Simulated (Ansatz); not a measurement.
# Sb (R-3m) in Ansatz: convergence with ecutrho ratio

Aim: find how far ecutrho ratio must go before the results for Sb settle, at PBE. This setting moves, with any that are tied to it; all else stays.

Program: Ansatz 0.2.0. These are calculated values, not measurements. Logs are shortened: lines on timing, memory, paths and dates and some standing lists are left out, and cuts for length are marked.

## (1) Starting point

Symmetry: R-3m, No. 166, trigonal system. The conventional cell has a = 4.308 Å, b = 4.308 Å, c = 11.274 Å, α = 90.00°, β = 90.00°, γ = 120.00°. Sb (site symmetry 3m) has 3 Sb at 2.91 Å as nearest neighbours.

## (2) With ecutrho ratio 4

Contents of input.yaml:

```yaml
crystal:
  lattice:
    - [2.1542, 1.2437279499, 3.758]
    - [-2.1542, 1.2437279499, 3.758]
    - [0.0, -2.4874558998, 3.758]
  atoms:
    - { symbol: Sb, position: [0.76651, 0.76651, 0.76651] }
    - { symbol: Sb, position: [0.23349, 0.23349, 0.23349] }
hamiltonian:
  xc: pbe
  pseudopotentials: { kind: nc }
kpoints:
  mp_grid: { grid: [6, 6, 6] }
scf:
  occupations: { method: gaussian, width: 0.05 }
output:
  forces: true
  stress: true
  eigenvalues: true
basis:
  ecutrho_ratio: 4
```

Potentials or basis: Ansatz NC.

The run is started by

```bash
ansatz run input.yaml --threads 2 --pin off --max-ram 5632MiB --backend cpu --events-out ev --progress --plain --runs-dir out
```

What it wrote:

```text
Warning: RAYON_NUM_THREADS=2 ignored (pool sized by the plan → 2); use --threads N
Engine: ansatz 0.2.0, x86_64-unknown-linux-gnu
Pseudopotentials: kind: nc
Pseudopotential: Sb, nc, valence charge 15, recommended cutoff 1088.45545 eV (normal), Sb.nc.azcp
Functional definition: PBE
  parameter kappa = 0.804
  parameter beta = 0.06672455060314922
  exchange = pbe_x(kappa = kappa, mu = beta*pi^2/3)
  correlation = pbe_c(beta = beta)
Crystal: 2 atoms, lattice volume = 60.411 Å³
Basis set: ecut = 1088.45545 eV, 4917 PW (Γ), exchange–correlation on 100×100×100 points (8 copies of the dense FFT grid, shifted against one another)
Bands: 19, of which v1, the nominal top of the filled ones, is band 15 counted from 1 (14 counted from 0)
Symmetry: 12 space group operations
Space group: R-3m (ITA 166), of the structure as read, at distance tolerance 3.9e-5 Å
k-points: 32 of 216
Non-local potential: Sb, projectors of the file, l = 0: 3, l = 1: 3, l = 2: 2, l = 3: 2
Initial density: superposition of atomic densities (chi_scale 0.1, normalization cell)
Initial wavefunctions: pseudopotential atomic-orbital guess
Functional: x = pbe(κ = 0.804, μ = 0.2195149727645171), c = pbe(β = 0.06672455060314922)
SCF iter   1: F=—  HF=-5160.897717 eV  |F-HF|=—  |Δ(HF+E_count)|=         —  Δρ=1.53e-2  dr2=1.04e-1  ethr=3.10e-3  ⟨swp⟩=10.0  Hψ=4396  notcnv=0
preconditioner: auto → none  [insulator: Δε(μ)=0.266 eV  Ē_g=8.684 eV  σ=0.050 eV  W_gap=0.50  n_scr=14 (ndim 8)  ℏωp=15.1 eV  f_vac=0.000  D(μ)=0.64/eV (n_scr^D=0)  ε∞_Penn≈4.0]
SCF iter   2: F=—  HF=-5160.895315 eV  |F-HF|=—  |Δ(HF+E_count)|=   2.40e-3  Δρ=7.72e-3  dr2=2.47e-2  ethr=3.47e-4  ⟨swp⟩=3.8  Hψ=1298  notcnv=0
SCF iter   3: F=—  HF=-5160.896700 eV  |F-HF|=—  |Δ(HF+E_count)|=   1.38e-3  Δρ=5.03e-4  dr2=6.74e-5  ethr=8.22e-5  ⟨swp⟩=3.5  Hψ=1037  notcnv=0
SCF iter   4: F=—  HF=-5160.896701 eV  |F-HF|=—  |Δ(HF+E_count)|=   1.47e-6  Δρ=2.54e-4  dr2=2.01e-5  ethr=2.25e-7  ⟨swp⟩=4.0  Hψ=1413  notcnv=0
SCF iter   5: F=—  HF=-5160.896695 eV  |F-HF|=—  |Δ(HF+E_count)|=   5.91e-6  Δρ=5.16e-5  dr2=2.02e-6  ethr=6.71e-8  ⟨swp⟩=3.0  Hψ=1284  notcnv=0
SCF iter   6: F=—  HF=-5160.896695 eV  |F-HF|=—  |Δ(HF+E_count)|=   6.15e-7  Δρ=1.67e-5  dr2=1.05e-7  ethr=6.74e-9  ⟨swp⟩=3.8  Hψ=1402  notcnv=0
SCF iter   7: F=-5160.896694 eV  HF=-5160.896694 eV  |F-HF|=1.34e-9  |Δ(HF+E_count)|=   5.02e-8  Δρ=2.98e-6  dr2=3.29e-9  ethr=3.33e-10  ⟨swp⟩=11.3  Hψ=4134  notcnv=0
SCF 1 converged in 7 iterations: F = -5160.896694 eV  dr2 = 3.29e-9
SCF converged after 7 iterations
Free energy (F): -5160.896694 eV
Harris-Foulkes:  -5160.896694 eV  (|F-HF|=1.34e-9)
Internal energy: -5160.895855 eV  (E = F + TS)
E sigma→0 (E₀):  -5160.896275 eV
Entropy (-TS):   -0.000840 eV (-0.420 meV/atom)
Fermi energy:    10.436343 eV
--- Per-component energies (eV) ---
  E_band       = -330.191765
  E_kinetic    = 3154.709720
  E_local      = -2364.805847  (includes V_loc(G=0)·N_el)
  E_nonlocal   = -2877.692651
  E_hartree    = 1274.503237
  E_xc         = -1412.740262
  E_vxc        = -791.409290  (∫ρ·V_xc dr)
  E_ewald      = -2934.870052
  E_smearing   = -0.000840  (= −TS)
  E_closure    = 0.000000  (closes the sum)
  Σ components = -5160.896694   (vs F -5160.896694, Δ=0.00e0)
--- Forces (eV/Å), atoms counted from 1 ---
  atom   1  Sb     0.00000000     0.00000000    -0.06597495
  atom   2  Sb     0.00000000    -0.00000000     0.06597495
  max |Σ_I F_I| component: 2.78e-17 eV/Å
--- Stress (GPa, compression-positive) ---
        2.924534       0.000000      -0.000000
        0.000000       2.924534       0.000000
        0.000000      -0.000000       2.606601
  P = ⅓ Tr σ = 2.8186 GPa (28.186 kbar)
--- Band table (eV; the first three rows and the last of 32) ---
  k-point 0: bands = ["-19.0912", "-19.0912", "-19.0047", "-19.0047", "-18.9790", "-18.8915", "-18.8915", "-18.8845", "-18.8091", "-18.8091", "-2.3512", "5.5530", "8.3001", "8.5750", "8.5750", "12.4643", "13.0731", "13.0731", "15.5105"]
  k-point 1: bands = ["-19.0805", "-19.0755", "-18.9996", "-18.9957", "-18.9723", "-18.8986", "-18.8968", "-18.8910", "-18.8246", "-18.8205", "-2.0449", "4.3801", "8.3442", "8.5112", "8.9988", "12.1698", "12.3646", "12.4027", "14.9435"]
  k-point 2: bands = ["-19.0555", "-19.0338", "-18.9886", "-18.9723", "-18.9536", "-18.9200", "-18.9179", "-18.9013", "-18.8620", "-18.8475", "-1.1446", "2.3358", "8.4192", "8.4409", "9.5366", "11.0620", "11.1426", "11.3218", "16.0580"]
  k-point 31: bands = ["-19.0425", "-19.0425", "-18.9866", "-18.9866", "-18.9590", "-18.9046", "-18.9046", "-18.9026", "-18.8624", "-18.8624", "-0.8052", "1.3677", "9.0617", "9.0617", "9.9259", "10.4987", "10.4987", "11.4664", "17.4012"]
```

Wall time 10 s (2 threads of Intel Xeon at 2.50GHz (Skylake/Cascade Lake), shared host); peak memory 0.45 GiB.

Results:

```yaml
Free_energy: -5160.8967 eV
Pressure: 2.8 GPa
Largest_force: 0.066 eV/Å
Band_gap_on_the_k_mesh: none (metal or under the smearing width)
```

## (3) With ecutrho ratio 5

input.yaml, as its differences from that of step 2:

```diff
@@ -20,2 +20,2 @@
 basis:
-  ecutrho_ratio: 4
+  ecutrho_ratio: 5
```

Potentials or basis: Ansatz NC.

The run is started by

```bash
ansatz run input.yaml --threads 2 --pin off --max-ram 5632MiB --backend cpu --events-out ev --progress --plain --runs-dir out
```

It took 11 s on 2 threads of Intel Xeon at 2.50GHz (Skylake/Cascade Lake), shared host; peak memory 0.51 GiB.

What came out:

```yaml
Free_energy: -5160.8967 eV
Pressure: 2.8 GPa
Largest_force: 0.066 eV/Å
Band_gap_on_the_k_mesh: none (metal or under the smearing width)
```

## (4) With ecutrho ratio 6

input.yaml, as its differences from that of step 3:

```diff
@@ -20,2 +20,2 @@
 basis:
-  ecutrho_ratio: 5
+  ecutrho_ratio: 6
```

The run is started by

```bash
ansatz run input.yaml --threads 2 --pin off --max-ram 5632MiB --backend cpu --events-out ev --progress --plain --runs-dir out
```

Wall time 11 s (2 threads of Intel Xeon at 2.50GHz (Skylake/Cascade Lake), shared host); peak memory 0.51 GiB.

What came out:

| Item | Value |
| --- | --- |
| Free energy | -5160.8967 eV |
| Pressure | 2.8 GPa |
| Largest force | 0.066 eV/Å |
| Band gap on the k mesh | none (metal or under the smearing width) |

## (5) With ecutrho ratio 8

input.yaml, as its differences from that of step 4:

```diff
@@ -20,2 +20,2 @@
 basis:
-  ecutrho_ratio: 6
+  ecutrho_ratio: 8
```

The run is started by

```bash
ansatz run input.yaml --threads 2 --pin off --max-ram 5632MiB --backend cpu --events-out ev --progress --plain --runs-dir out
```

Run time: 12 s. Hardware: 2 threads of Intel Xeon at 2.50GHz (Skylake/Cascade Lake), shared host; peak memory 0.64 GiB.

Results (log left out):

```
Free energy            : -5160.8967 eV
Pressure               : 2.8 GPa
Largest force          : 0.066 eV/Å
Band gap on the k mesh : none (metal or under the smearing width)
```

## (6) With ecutrho ratio 10

input.yaml, as its differences from that of step 5:

```diff
@@ -20,2 +20,2 @@
 basis:
-  ecutrho_ratio: 8
+  ecutrho_ratio: 10
```

Potentials or basis: Ansatz NC.

The run is started by

```bash
ansatz run input.yaml --threads 2 --pin off --max-ram 5632MiB --backend cpu --events-out ev --progress --plain --runs-dir out
```

Run time: 11 s. Hardware: 2 threads of Intel Xeon at 2.50GHz (Skylake/Cascade Lake), shared host; peak memory 0.76 GiB.

It converged, with:

| Item | Value |
| --- | --- |
| Free energy | -5160.8967 eV |
| Pressure | 2.8 GPa |
| Largest force | 0.066 eV/Å |
| Band gap on the k mesh | none (metal or under the smearing width) |

## (7) With ecutrho ratio 12

input.yaml, as its differences from that of step 6:

```diff
@@ -20,2 +20,2 @@
 basis:
-  ecutrho_ratio: 10
+  ecutrho_ratio: 12
```

The run is started by

```bash
ansatz run input.yaml --threads 2 --pin off --max-ram 5632MiB --backend cpu --events-out ev --progress --plain --runs-dir out
```

It took 12 s on 2 threads of Intel Xeon at 2.50GHz (Skylake/Cascade Lake), shared host; peak memory 0.94 GiB.

The run converged. Its results:

- Free energy: -5160.8967 eV
- Pressure: 2.8 GPa
- Largest force: 0.066 eV/Å
- Band gap on the k mesh: none (metal or under the smearing width)

## (8) Result

| ecutrho ratio | energy less the tightest run, at zero smearing (meV/atom) | SCF cycles | CPU time (s) | peak memory (GiB) |
| --- | --- | --- | --- | --- |
| 4 | 0.00 | 7 | 20 | 0.45 |
| 5 | 0.00 | 7 | 20 | 0.51 |
| 6 | 0.00 | 7 | 21 | 0.51 |
| 8 | 0.00 | 7 | 22 | 0.64 |
| 10 | 0.00 | 7 | 22 | 0.76 |
| 12 | 0.00 | 7 | 23 | 0.94 |

Against the tightest run, the energy stays within 1 meV/atom from 4 on. The tightest run that finished is the yardstick and may itself not be fully converged.
